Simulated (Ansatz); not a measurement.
# Moving the strain (εxx = s, εyy = s) in CsPbBr3

```
CELL_PARAMETERS angstrom
5.87000 0.00000 0.00000
0.00000 5.87000 0.00000
0.00000 0.00000 5.87000
ATOMIC_POSITIONS crystal
Pb 0.50000 0.50000 0.50000
Cs 0.00000 0.00000 0.00000
Br 0.50000 0.50000 0.00000
Br 0.50000 0.00000 0.50000
Br 0.00000 0.50000 0.50000
```

Measurements of this composition are mostly on another form, of space group No. 62.

Kept alike: task relaxation of the atoms; functional PBEsol; k mesh 4 × 4 × 4; occupations fermi-dirac, width 0.05 eV; no spin polarisation. Program: Ansatz, Ansatz PAW, cutoff 420 eV. The mesh is that of the run's cell of 5 atoms. No spin-orbit coupling.

| run | band gap (eV) | free energy over the lowest row (meV/atom) |
| --- | --- | --- |
| A | 1.284 | 2.23 |
| B | 1.615 | 18.12 |
| C | 1.419 | 0.00 |
| D | 0.800 | 31.01 |
| E | 1.528 | 4.28 |
| F | 1.477 | 0.79 |
| G | 1.136 | 7.86 |

The cell shown is the unstrained one; x, y and z are its Cartesian axes. Spin-orbit coupling, left out here, moves the band edges of heavy atoms and can close or invert small gaps. A gap read on the mesh alone can miss an edge between its points. All rows use potentials made for PBE.

The runs differ in the strain (εxx = s, εyy = s) alone: -0.04; -0.02; -0.01; 0; 0.01; 0.02; 0.04. Which run is which?

Run A is -0.01; run B is 0.04; run C is 0; run D is -0.04; run E is 0.02; run F is 0.01; run G is -0.02. The band gap rises from 0.800 to 1.615 eV between -0.04 and 0.04. That is +0.098 eV for each per cent of strain near s = 0. The free energy is lowest at 0, and 31.01 meV an atom higher at -0.04.
